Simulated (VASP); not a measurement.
# AlGa3N4 in VASP: a series of runs, part 2 of 2

VASP 6.6.1.

### 4 Single point, PBEsol

Input file INCAR:

```
PREC = Accurate
ENCUT = 520
EDIFF = 1E-6
ISMEAR = -1
SIGMA = 0.2361
LREAL = Auto
LASPH = T
NELM = 100
ALGO = Fast
ISIF = 2
LWAVE = F
LCHARG = F
GGA = PS
ISYM = 0
NBANDS = 76
```

Input file KPOINTS:

```
regular mesh
0
Gamma
  1 1 1
```

Input file POSCAR:

```
AlGa3N4
1.0
    5.8442820000      0.0295190000      0.0072460000
    0.0295190000      5.8328170000      0.1297100000
    0.0072460000      0.1297100000      5.8621710000
Al Ga N
2 6 8
Direct
    0.7880093552      0.3764010944      0.3791230413
    0.0458070103     -0.0874169042      0.1115613872
    0.3265092388      0.2752248215      0.7166121054
    0.5553277470      0.9726213225      0.3302836753
    0.0527879818      0.7817095510      0.5342070288
    0.7399311832      0.0970751085      0.9267105730
    0.2779622326      0.4047773070      0.1724683946
    0.9760137057      0.4886660194     -0.1035418559
    0.5408728366      0.6425346465      0.6928838593
    0.2614193486      0.7178688197      0.3375430350
    0.8582672222      1.0377919706      0.3024759938
    0.3617359185      0.1262188167      0.0112378194
    0.5937459027      0.2111117349      0.5675822855
    0.4997843227      0.7468930036     -0.1583019207
    0.0390120792      0.4081087890      0.6315821438
    0.7330859032      0.4665914765      0.0689949985
```

Potentials or basis: VASP PAW PBE potentials, release 64 (Al, Ga_d, N).

Started as:

```sh
$ cat potpaw_PBE.64/Al/POTCAR potpaw_PBE.64/Ga_d/POTCAR potpaw_PBE.64/N/POTCAR > POTCAR
$ mpirun -np 1 vasp_gam > vasp.out
```

OUTCAR:

```text
PREC = Accurate
   ENCUT = 520
   EDIFF = 1E-6
   ISMEAR = -1
   LREAL = Auto
   LASPH = T
   NELM = 100
   ISIF = 2
   GGA = PS
   ISYM = 0

 ion  position               nearest neighbor table
   1  0.788  0.376  0.379-  13 1.83  16 1.90  11 2.08  15 2.10   4 2.76   5 3.01   8 3.08   7 3.11

   2  0.046  0.913  0.112-  11 1.74  10 2.12  12 2.30   6 2.32   5 2.56   8 2.86
   3  0.327  0.275  0.717-  13 1.83  15 1.90  12 1.91   8 2.63   7 2.82   6 2.88
   4  0.555  0.973  0.330-  11 1.82  13 2.03  10 2.28  12 2.33   6 2.67   1 2.76
   5  0.053  0.782  0.534-  10 1.73  15 2.23  11 2.27   2 2.56   8 2.71   1 3.01
   6  0.740  0.097  0.927-  12 2.27  11 2.32   2 2.32  13 2.34  16 2.35   4 2.67   8 2.68   3 2.88

   7  0.278  0.405  0.172-  12 1.97  10 2.11   8 2.43   3 2.82   1 3.11
   8  0.976  0.489  0.896-  15 1.68  16 1.74   7 2.43   3 2.63   6 2.68   5 2.71   2 2.86   1 3.08

   9  0.541  0.643  0.693-  14 1.11
  10  0.261  0.718  0.338-   5 1.73   7 2.11   2 2.12   4 2.28
  11  0.858  0.038  0.302-   2 1.74   4 1.82   1 2.08   5 2.27   6 2.32
  12  0.362  0.126  0.011-   3 1.91   7 1.97   6 2.27   2 2.30   4 2.33
  13  0.594  0.211  0.568-   3 1.83   1 1.83   4 2.03   6 2.34
[... 164 lines left out ...]
      1     -17.8698      2.00000
      2     -11.6383      2.00000
      3     -10.9959      2.00000
      4     -10.5568      2.00000
      5     -10.2764      2.00000
      6     -10.2329      2.00000
[... 66 lines left out ...]
     73      10.4705      0.00000
     74      11.1435      0.00000
 [bands above 74 left out]

------------------------ aborting loop because EDIFF is reached ----------------------------------------

  FORCE on cell =-STRESS in cart. coord.  units (eV):
  Direction    XX          YY          ZZ          XY          YZ          ZX
  --------------------------------------------------------------------------------------
  -------------------------------------------------------------------------------------
  Total        8.5565143      2.1388763     18.7555820     -6.1920670      4.8275999    -14.9238868
  in kB       68.6380388     17.1574864    150.4521959    -49.6710837     38.7256981   -119.7153755
  external PRESSURE =      78.7492404 kB  Pullay stress =       0.0000000 kB

 VOLUME and BASIS-vectors are now :
 -----------------------------------------------------------------------------
  energy-cutoff  :      520.00
  volume of cell :      199.73
      direct lattice vectors                 reciprocal lattice vectors
     5.844282000  0.029519000  0.007246000     0.171112008 -0.000861692 -0.000192439
     0.029519000  5.832817000  0.129710000    -0.000861692  0.171532487 -0.003794368
     0.007246000  0.129710000  5.862171000    -0.000192439 -0.003794368  0.170669460

 POSITION                                       TOTAL-FORCE (eV/Angst)
 -----------------------------------------------------------------------------------
      4.61921      2.26792      2.27702         1.449209     -0.948533      0.222802
      0.29546      5.33875      0.77269         5.264654     -1.729081     -2.031245
      1.92153      1.70793      4.23897        -0.675990     -0.593633     -1.107409
      3.27660      5.73236      2.06636        -3.182632     -1.225264      1.233616
      0.33545      4.63042      3.23339        -2.305437      1.075476      4.056973
      4.33395      0.70827      5.45049        -1.808463      0.938527     -2.297872
[... 8 lines left out ...]
      0.24462      2.46350      3.75566         0.740752     -1.519736     -4.887779
      4.29863      2.75213      0.47029        -2.413453     -0.484761      2.767572
 -----------------------------------------------------------------------------------
    total drift:                                0.001772     -0.000525     -0.001472

  FREE ENERGIE OF THE ION-ELECTRON SYSTEM (eV)
  ---------------------------------------------------
  free  energy   TOTEN  =       -94.5120218429 eV

  energy  without entropy=      -93.7738173411  energy(sigma->0) =      -94.14291959
```

stdout:

```text
POSCAR found type information on POSCAR AlGaN
 POSCAR found :  3 types and      16 ions
 scaLAPACK will be used
 -----------------------------------------------------------------------------
|                                                                             |
|                                                                             |
|     You enforced a specific xc type in the INCAR file but a different       |
|     I HOPE YOU KNOW WHAT YOU ARE DOING!                                     |
|                                                                             |
 -----------------------------------------------------------------------------

 LDA part: xc-table for (Slater+PW92), standard interpolation
 POSCAR, INCAR and KPOINTS ok, starting setup
 FFT: planning ... GRIDC
 FFT: planning ... GRID_SOFT
 FFT: planning ... GRID
 WAVECAR not read
 entering main loop
```

Wall time 51 s (1 thread of Intel Xeon Platinum 8559C (Emerald Rapids), shared host); peak memory 0.31 GiB.

Results:

```yaml
Free_energy: -94.5120 eV
Pressure: 7.9 GPa
Largest_force: 5.902 eV/Å
Band_gap_on_the_k_mesh: 0.47 eV, direct
```

Forces in eV/Å, atoms in the order of the input:
```
Al   1.449 -0.949  0.223
Al   5.265 -1.729 -2.031
Ga  -0.676 -0.594 -1.107
Ga  -3.183 -1.225  1.234
Ga  -2.305  1.075  4.057
Ga  -1.808  0.939 -2.298
Ga   0.720  1.065  0.539
Ga   0.130  3.034  3.414
N    0.797 -1.341 -2.886
N    2.907  1.033 -4.017
N    1.465 -0.077  1.508
N   -1.094 -0.412  1.368
N   -1.183 -0.907 -0.366
N   -0.811  2.092  2.482
N    0.741 -1.520 -4.888
N   -2.413 -0.485  2.768
```

Stress tensor (GPa, compression positive):
```
  6.86  -4.97 -11.97
 -4.97   1.72   3.87
-11.97   3.87  15.05
```

Levels at points of the mesh, in eV from the valence-band top:
| k point | band 58 | band 59 | band 60 | band 61 | band 62 | band 63 | band 64 | band 65 | band 66 | band 67 |
| --- | --- | --- | --- | --- | --- | --- | --- | --- | --- | --- |
| (0.00, 0.00, 0.00) | -2.50 | -2.27 | -1.83 | -0.44 | 0.00 | 0.47 | 0.97 | 1.95 | 2.02 | 2.35 |

Caveat: the standard files for N, O and F lose accuracy on very short bonds; the PAW data sets were made with another functional, which shifts forces and pressure a little.
